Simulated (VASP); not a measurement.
# Co (P6_3/mmc) in VASP: a series of runs

Aim: see how the results for Co move with the level of theory and the settings. Levels: PBEsol, LDA, PBE. Tasks: relaxation of cell and atoms.

Program: VASP 6.6.1. These are calculated values, not measurements. Logs are shortened: lines on timing, memory, paths and dates and some standing lists are left out, and cuts for length are marked.

## Step 1: The crystal as given

It takes space group P6_3/mmc (No. 194, hexagonal). The conventional cell has a = 2.507 Å, b = 2.507 Å, c = 4.070 Å, α = 90.00°, β = 90.00°, γ = 120.00°. Around Co (site symmetry -6m2) lie 12 Co at 2.50 to 2.51 Å.

## Step 2: Relaxation of cell and atoms, PBEsol, collinear spin, ferromagnetic start

Contents of INCAR:

```
  ALGO = Fast
  EDIFF = 1E-7
  EDIFFG = -0.005
  ENCUT = 600
  GGA = PS
  IBRION = 2
  ISIF = 3
  ISMEAR = 0
  ISPIN = 2
  LASPH = True
  LCHARG = False
  LMAXMIX = 4
  LORBIT = 11
  LREAL = False
  LWAVE = False
  MAGMOM = 2 2
  NELM = 150
  NSW = 90
  PREC = Accurate
  SIGMA = 0.1
```

Contents of KPOINTS:

```
k-points
0
Gamma
  21 21 10
```

Contents of POSCAR:

```
Co
1.0
    2.5070000000      0.0000000000      0.0000000000
   -1.2535000000      2.1711256900      0.0000000000
    0.0000000000      0.0000000000      4.0700000000
Co
2
Direct
    0.3333333300      0.6666666700      0.2500000000
    0.6666666700      0.3333333300      0.7500000000
```

Potentials or basis: VASP PAW PBE potentials, release 64 (Co).

The run is started by

```bash
$ cat potpaw_PBE.64/Co/POTCAR > POTCAR
$ mpirun -np 1 vasp_std > vasp.out
```

OUTCAR:

```text
EDIFF = 1E-7
   EDIFFG = -0.005
   ENCUT = 600
   GGA = PS
   IBRION = 2
   ISIF = 3
   ISMEAR = 0
   ISPIN = 2
   LASPH = True
   LORBIT = 11
   LREAL = False
   NELM = 150
   NSW = 90
   PREC = Accurate

 ion  position               nearest neighbor table
   1  0.333  0.667  0.250-   2 2.50   2 2.50   2 2.50   2 2.50   2 2.50   2 2.50
   2  0.667  0.333  0.750-   1 2.50   1 2.50   1 2.50   1 2.50   1 2.50   1 2.50

  LATTYP: Found a hexagonal cell.
 ALAT       =     2.5070000000
 C/A-ratio  =     1.6234543279

  Lattice vectors:

 A1 = (   2.5070000000,   0.0000000000,   0.0000000000)
 A2 = (  -1.2535000000,   2.1711256900,   0.0000000000)
 A3 = (   0.0000000000,   0.0000000000,   4.0700000000)

Analysis of symmetry for initial positions (statically):
=====================================================================
 Subroutine PRICEL returns:
 Original cell was already a primitive cell.

 Routine SETGRP: Setting up the symmetry group for a
 hexagonal supercell.

 Subroutine GETGRP returns: Found 24 space group operations
 (whereof 12 operations were pure point group operations)
 out of a pool of 24 trial point group operations.

The static configuration has the point symmetry D_3d.
 The point group associated with its full space group is D_6h.

Analysis of symmetry for dynamics (positions and initial velocities):
=====================================================================
 Subroutine PRICEL returns:
 Original cell was already a primitive cell.

 Routine SETGRP: Setting up the symmetry group for a
 hexagonal supercell.

 Subroutine GETGRP returns: Found 24 space group operations
 (whereof 12 operations were pure point group operations)
 out of a pool of 24 trial point group operations.

The dynamic configuration has the point symmetry D_3d.
 The point group associated with its full space group is D_6h.

Analysis of structural, dynamic, and magnetic symmetry:
=====================================================================
 Subroutine PRICEL returns:
 Original cell was already a primitive cell.

 Routine SETGRP: Setting up the symmetry group for a
 hexagonal supercell.

 Subroutine GETGRP returns: Found 24 space group operations
 (whereof 12 operations were pure point group operations)
 out of a pool of 24 trial point group operations.

The overall configuration has the point symmetry D_3d.
 The point group associated with its full space group is D_6h.

 Subroutine INISYM returns: Found 24 space group operations
 (whereof 12 operations are pure point group operations),
 and found     1 'primitive' translations

----------------------------------------------------------------------------------------

                                     Primitive cell

  volume of cell :      22.1531

  direct lattice vectors                    reciprocal lattice vectors
     2.507000000  0.000000000  0.000000000     0.398883127  0.230295281  0.000000000
    -1.253500000  2.171125690  0.000000000     0.000000000  0.460590561  0.000000000
     0.000000000  0.000000000  4.070000000     0.000000000  0.000000000  0.245700246

  length of vectors
     2.507000000  2.507000002  4.070000000     0.460590562  0.460590561  0.245700246

  position of ions in fractional coordinates (direct lattice)
     0.333333330  0.666666670  0.250000000
     0.666666670  0.333333330  0.750000000

  ion indices of the primitive-cell ions
   primitive index   ion index
                 1           1
                 2           2

----------------------------------------------------------------------------------------

 KPOINTS: k-points

Automatic generation of k-mesh.
 Grid dimensions read from file:
 generate k-points for:   21   21   10

 Generating k-lattice:

  Cartesian coordinates                     Fractional coordinates (reciprocal lattice)
     0.018994435  0.010966442  0.000000000     0.047619048  0.000000000  0.000000000
     0.000000000  0.021932884  0.000000000     0.000000000  0.047619048  0.000000000
     0.000000000  0.000000000  0.024570025     0.000000000  0.000000000  0.100000000

  Length of vectors
     0.021932884  0.021932884  0.024570025

  Shift w.r.t. Gamma in fractional coordinates (k-lattice)
     0.000000000  0.000000000  0.000000000

 Subroutine IBZKPT returns following result:
 ===========================================

 Found    288 irreducible k-points:

 Following reciprocal coordinates:
            Coordinates               Weight
  0.000000  0.000000  0.000000      1.000000
  0.047619  0.000000  0.000000      6.000000
  0.095238  0.000000  0.000000      6.000000
  0.142857  0.000000  0.000000      6.000000
  0.190476  0.000000  0.000000      6.000000
  0.238095  0.000000  0.000000      6.000000
[... 16 lines left out ...]
  0.142857  0.095238  0.000000     12.000000
  0.190476  0.095238  0.000000     12.000000
 [... further k-points ...]
   k-points           NKPTS =    288   k-points in BZ     NKDIM =    288   number of bands    NBANDS=     15
   number of dos      NEDOS =    301   number of ions     NIONS =      2
   total plane-waves  NPLWV =  14400
   dimension x,y,z NGX =    20 NGY =   20 NGZ =   36
   dimension x,y,z NGXF=    40 NGYF=   40 NGZF=   72
   ions per type =               2
   NGX,Y,Z   is equivalent  to a cutoff of  13.26, 13.26, 14.70 a.u.
   NGXF,Y,Z  is equivalent  to a cutoff of  26.53, 26.53, 29.41 a.u.
 SYSTEM =  unknown system
   PREC   = accura    normal or accurate (medium, high low for compatibility)
   ISTART =      0    job   : 0-new  1-cont  2-samecut
   ICHARG =      2    charge: 1-file 2-atom 10-const
   ISPIN  =      2    spin polarized calculation?
   LNONCOLLINEAR =      F non collinear calculations
   LSORBIT =      F    spin-orbit coupling
   LASPH  =      T    aspherical Exc in radial PAW
   ENCUT  =  600.0 eV  44.10 Ry    6.64 a.u.   5.01  5.01  8.13*2*pi/ulx,y,z
   NELM   =    150;   NELMIN=  2; NELMDL= -5     # of ELM steps
   EDIFF  = 0.1E-06   stopping-criterion for ELM
   LREAL  =      F    real-space projection
   EDIFFG = -.5E-02   stopping-criterion for IOM
   NSW    =     90    number of steps for IOM
   IBRION =      2    ionic relax: 0-MD 1-quasi-New 2-CG
   NFREE  =      1    steps in history (QN), initial steepest desc. (CG)
   ISIF   =      3    stress and relaxation
   ISYM   =      2    0-nonsym 1-usesym 2-fastsym
   POTIM  = 0.5000    time-step for ionic-motion
   TEBEG  =    0.0;   TEEND  =   0.0 temperature during run
   PSTRESS=    0.0 pullay stress
   NELECT =      18.0000    total number of electrons
   NUPDOWN=      -1.0000    fix difference up-down
   EMIN   =  10.00;   EMAX   =-10.00  energy-range for DOS
   EFERMI =   0.00;   METHOD = LEGACY
   ISMEAR =     0;   SIGMA  =   0.10  broadening in eV -4-tet -1-fermi 0-gaus
   EFERMI_NEDOS =   21; number of points for ismear=-14 and -15
   IALGO  =     68    algorithm
   IMIX   =      4    mixing-type and parameters
     AMIX     =   0.40;   BMIX     =  1.00
     AMIX_MAG =   1.60;   BMIX_MAG =  1.00
  volume/ion in A,a.u.               =      11.08        74.75
  Fermi-wavevector in a.u.,A,eV,Ry     =   1.527640  2.886822 31.751709  2.333685
  Thomas-Fermi vector in A             =   2.635509
   LORBIT       =     11    0 simple, 1 ext, 2 COOP (PROOUT), +10 PAW based schemes
   GGA     = PS    functional components
   LHFCALC =     F    Hartree Fock is set to
   AEXX    =    0.0000 exact exchange contribution
   IVDW    =     0    specifies the selected vdW correction
   LEPSILON=     F    determine dielectric tensor
   LRPA    =     F    only Hartree local field effects (RPA)
 conjugate gradient relaxation of ions
 spin polarized calculation
 RMM-DIIS sequential band-by-band and
 Gauss-broadening in eV      SIGMA  =   0.10
  energy-cutoff  :      600.00
  volume of cell :       22.15
 maximum number of plane-waves:       768
 NGX is ok and might be reduce to    20
   NGX =  9   NGY =  9   NGZ = 17

--------------------------------------- Ionic step        1  -------------------------------------------

 number of electron      17.9999999 magnetization       3.2415992

 Free energy of the ion-electron system (eV)
  ---------------------------------------------------
  ext. energy  EPLUGINS =         0.00000000
  ---------------------------------------------------
  free energy    TOTEN  =       -15.40473526 eV

  energy without entropy =      -15.39538549  energy(sigma->0) =      -15.40006037

 E-fermi :   9.7767     XC(G=0): -13.4567

 val. band max:        9.7698483093   @ k =   0.4286   0.0000   0.5000
 cond. band min:       9.7786792173   @ k =   0.0476   0.0000   0.1000
 fundamental gap:      0.0088309080
 Fermi energy:         9.7767466442

 spin component 1

 k-point     1 :       0.0000    0.0000    0.0000
  band No.  band energies     occupation
      1       0.9323      1.00000
      2       4.7244      1.00000
      3       7.1899      1.00000
      4       7.2341      1.00000
      5       7.2341      1.00000
      6       7.5325      1.00000
      7       7.5325      1.00000
      8       7.8825      1.00000
      9       7.8825      1.00000
     10       8.9396      1.00000
     11       8.9396      1.00000
     12       9.6165      0.98827
     13      15.8724      0.00000
     14      31.5999      0.00000
     15      34.0974      0.00000
[... 1027 lines left out ...]
  energy  without entropy=      -15.4698603861  energy(sigma->0) =      -15.47398062

--------------------------------------- Ionic step        6  -------------------------------------------

 number of electron      18.0000004 magnetization       3.1047930

 Free energy of the ion-electron system (eV)
  ---------------------------------------------------
  ext. energy  EPLUGINS =         0.00000000
  ---------------------------------------------------
  free energy    TOTEN  =       -15.47810147 eV

  energy without entropy =      -15.46986719  energy(sigma->0) =      -15.47398433

 E-fermi :  10.7910     XC(G=0): -13.8791

 val. band max:       10.7905469986   @ k =   0.2381   0.1429   0.4000
 cond. band min:      10.7925515719   @ k =   0.2381   0.0476   0.3000
 fundamental gap:      0.0020045734
 Fermi energy:        10.7909862254

 spin component 1

 k-point     1 :       0.0000    0.0000    0.0000
  band No.  band energies     occupation
      1       1.5296      1.00000
      2       5.4181      1.00000
      3       8.1494      1.00000
      4       8.1657      1.00000
      5       8.1657      1.00000
      6       8.5096      1.00000
      7       8.5096      1.00000
      8       8.8850      1.00000
      9       8.8850      1.00000
     10      10.0877      1.00000
     11      10.0877      1.00000
     12      10.6549      0.97287
     13      17.6213      0.00000
     14      33.1272      0.00000
     15      36.1772      0.00000
[... 879 lines left out ...]
  FREE ENERGIE OF THE ION-ELECTRON SYSTEM (eV)
  ---------------------------------------------------
  free  energy   TOTEN  =       -15.4781014749 eV

  energy  without entropy=      -15.4698671893  energy(sigma->0) =      -15.47398433

 reached required accuracy - stopping structural energy minimisation

 total charge

# of ion       s       p       d       tot
------------------------------------------
    1        0.510   0.570   7.295   8.374
    2        0.510   0.570   7.295   8.374
--------------------------------------------------
tot          1.020   1.140  14.589  16.749

 magnetization (x)

# of ion       s       p       d       tot
------------------------------------------
    1       -0.016  -0.053   1.627   1.559
    2       -0.016  -0.053   1.627   1.559
--------------------------------------------------
tot         -0.031  -0.106   3.255   3.118
```

It took 5.9 min on 1 thread of Intel Xeon 6975P-C (Granite Rapids), shared host; peak memory 0.3 GiB.

Results:

| Quantity | Value |
| --- | --- |
| Free energy | -15.4781 eV |
| Relaxed volume | 10.32 Å³/atom |
| Relaxed cell | a = 2.453 Å, b = 2.453 Å, c = 3.961 Å, α = 90.00°, β = 90.00°, γ = 120.00° |
| Space group after relaxing (to 0.05 Å) | P6_3/mmc (No. 194) |
| Energy gained by relaxing | 36.7 meV/atom |
| Ionic steps | 6 |
| Pressure after relaxing | 0.1 GPa |
| Band gap on the k mesh | none (metal or under the smearing width) |
| Net moment | 3.10 μB per cell |
| Site moments | Co +1.56 μB |
| Valence electrons inside the program's atomic spheres | Co 8.37 |

Step by step:
```
step  energy change (eV)  largest force (eV/Å)  pressure (GPa)  volume (Å³)
   1              0.0000                0.0000          -14.33        22.15
   2              0.0263                0.0000           22.77        19.13
   3             -0.0732                0.0000           -0.34        20.66
   4             -0.0732                0.0000            0.06        20.63
   5             -0.0734                0.0000            0.08        20.63
   6             -0.0734                0.0000            0.06        20.63
```

Final structure:
```
Co
1.0
     2.45267    0.00000    0.00000
    -1.22634    2.12408    0.00000
     0.00000    0.00000    3.96075
Co
2
Direct
  0.33333 0.66667 0.25000
  0.66667 0.33333 0.75000
```

Caveat: the PAW data sets were made with another functional, which shifts forces and pressure a little.

## Step 3: Relaxation of cell and atoms, LDA, collinear spin, ferromagnetic start

INCAR: that of step 2 with these lines changed.

```diff
@@ -4,3 +4,3 @@
   ENCUT = 600
-  GGA = PS
+  GGA = CA
   IBRION = 2
```

KPOINTS is that of step 2.

POSCAR is that of step 2.

Potentials or basis: VASP PAW LDA potentials, release 64 (Co).

The run is started by

```bash
$ cat potpaw_LDA.64/Co/POTCAR > POTCAR
$ mpirun -np 1 vasp_std > vasp.out
```

Run time: 9 min. Hardware: 1 thread of Intel Xeon 6975P-C (Granite Rapids), shared host; peak memory 0.31 GiB.

Results (log left out):

```
Free energy                                           : -16.2568 eV
Relaxed volume                                        : 9.97 Å³/atom
Relaxed cell                                          : a = 2.426 Å, b = 2.426 Å, c = 3.911 Å, α = 90.00°, β = 90.00°, γ = 120.00°
Space group after relaxing (to 0.05 Å)                : P6_3/mmc (No. 194)
Energy gained by relaxing                             : 86.4 meV/atom
Ionic steps                                           : 10
Pressure after relaxing                               : 0.0 GPa
Band gap on the k mesh                                : none (metal or under the smearing width)
Net moment                                            : 2.99 μB per cell
Site moments                                          : Co +1.49 μB
Valence electrons inside the program's atomic spheres : Co 8.46
```

The path:
```tsv
step	energy change (eV)	largest force (eV/Å)	pressure (GPa)	volume (Å³)
1	0.0000	0.0000	-22.53	22.15
2	0.1214	0.0000	40.93	17.53
3	-0.1720	0.0000	-1.28	20.04
4	-0.1724	0.0000	-0.07	19.95
5	-0.1724	0.0000	0.50	19.90
6	-0.1727	0.0000	-0.64	19.98
7	-0.1727	0.0000	-0.30	19.96
8	-0.1728	0.0000	0.16	19.93
9	-0.1728	0.0000	0.08	19.94
10	-0.1728	0.0000	-0.04	19.94
```

Final structure:
```
Co
1.0
     2.42644    0.00000    0.00000
    -1.21322    2.10136    0.00000
     0.00000    0.00000    3.91115
Co
2
Direct
  0.33333 0.66667 0.25000
  0.66667 0.33333 0.75000
```

Levels at points of the mesh, in eV from the Fermi level:
Spin up:
```csv
k point,band 7,band 8,band 9,band 10,band 11,band 12,band 13,band 14
"(0.00, 0.00, 0.00)",-2.17,-1.77,-1.77,-0.48,-0.48,-0.04,7.31,22.68
"(0.00, 0.00, 0.50)",-2.62,-2.62,-0.84,-0.84,-0.84,-0.84,16.16,16.16
```
Spin down:
```
           k point  band 5  band 6  band 7  band 8  band 9  band 10
(0.00, 0.00, 0.00)   -1.16   -0.75   -0.75   -0.30   -0.30     0.14
(0.00, 0.00, 0.50)   -1.24   -1.24   -1.24   -1.24    0.71     0.71
```

## Step 4: Relaxation of cell and atoms, PBE, collinear spin, ferromagnetic start

INCAR: that of step 3 with these lines changed.

```diff
@@ -4,3 +4,3 @@
   ENCUT = 600
-  GGA = CA
+  GGA = PE
   IBRION = 2
```

KPOINTS is that of step 3.

POSCAR is that of step 3.

Potentials or basis: VASP PAW PBE potentials, release 64 (Co).

The run is started by

```bash
$ cat potpaw_PBE.64/Co/POTCAR > POTCAR
$ mpirun -np 1 vasp_std > vasp.out
```

Run time: 6.2 min. Hardware: 1 thread of Intel Xeon 6975P-C (Granite Rapids), shared host; peak memory 0.3 GiB.

Results (log left out):

```yaml
Free_energy: -14.0742 eV
Relaxed_volume: 10.81 Å³/atom
Relaxed_cell: a = 2.491 Å, b = 2.491 Å, c = 4.026 Å, α = 90.00°, β = 90.00°, γ = 120.00°
Space_group_after_relaxing_to_0.05_Å: P6_3/mmc (No. 194)
Energy_gained_by_relaxing: 4.0 meV/atom
Ionic_steps: 7
Pressure_after_relaxing: 0.0 GPa
Band_gap_on_the_k_mesh: none (metal or under the smearing width)
Net_moment: 3.20 μB per cell
Site_moments: Co +1.62 μB
Valence_electrons_inside_the_program's_atomic_spheres: Co 8.28
```

Step by step:
| step | energy change (eV) | largest force (eV/Å) | pressure (GPa) | volume (Å³) |
| --- | --- | --- | --- | --- |
| 1 | 0.0000 | 0.0000 | -4.64 | 22.15 |
| 2 | -0.0007 | 0.0000 | 5.00 | 21.14 |
| 3 | -0.0080 | 0.0000 | 0.06 | 21.62 |
| 4 | -0.0080 | 0.0000 | -0.03 | 21.63 |
| 5 | -0.0081 | 0.0000 | -0.07 | 21.64 |
| 6 | -0.0081 | 0.0000 | -0.08 | 21.64 |
| 7 | -0.0081 | 0.0000 | 0.02 | 21.62 |

Final structure:
```
CELL_PARAMETERS angstrom
2.49050 0.00000 0.00000
-1.24525 2.15684 0.00000
0.00000 0.00000 4.02556
ATOMIC_POSITIONS crystal
Co 0.33333 0.66667 0.25000
Co 0.66667 0.33333 0.75000
```

Levels at points of the mesh, in eV from the Fermi level:
Spin up:
```tsv
k point	band 9	band 10	band 11	band 12	band 13	band 14
(0.00, 0.00, 0.00)	-1.93	-0.82	-0.82	-0.06	6.40	22.01
(0.00, 0.00, 0.50)	-1.13	-1.13	-1.13	-1.13	15.09	15.09
```
Spin down:
```csv
k point,band 4,band 5,band 6,band 7,band 8,band 9,band 10,band 11
"(0.00, 0.00, 0.00)",-0.96,-0.96,-0.59,-0.59,-0.17,-0.17,-0.13,1.06
"(0.00, 0.00, 0.50)",-1.53,-1.02,-1.02,-1.02,-1.02,0.72,0.72,0.72
```

## Step 5: Overview

| level | potentials or basis | gap on the mesh (eV) | pressure (GPa) | moment (μB) | relaxed volume (Å³/atom) |
| --- | --- | --- | --- | --- | --- |
| PBEsol | VASP PAW PBE potentials, release 64 (Co) | none | 0.1 | 3.10 | 10.32 |
| LDA | VASP PAW LDA potentials, release 64 (Co) | none | 0.0 | 2.99 | 9.97 |
| PBE | VASP PAW PBE potentials, release 64 (Co) | none | 0.0 | 3.20 | 10.81 |

Alike in all rows: task relaxation of cell and atoms; spin collinear, ferromagnetic start; cell relaxed; k mesh 21 × 21 × 10; cutoff (eV) 600; smearing gaussian 0.1 eV.

Caveats: the PAW data sets were made with another functional, which shifts forces and pressure a little (some runs).

Absolute energies hang on the potentials; compare differences alone.
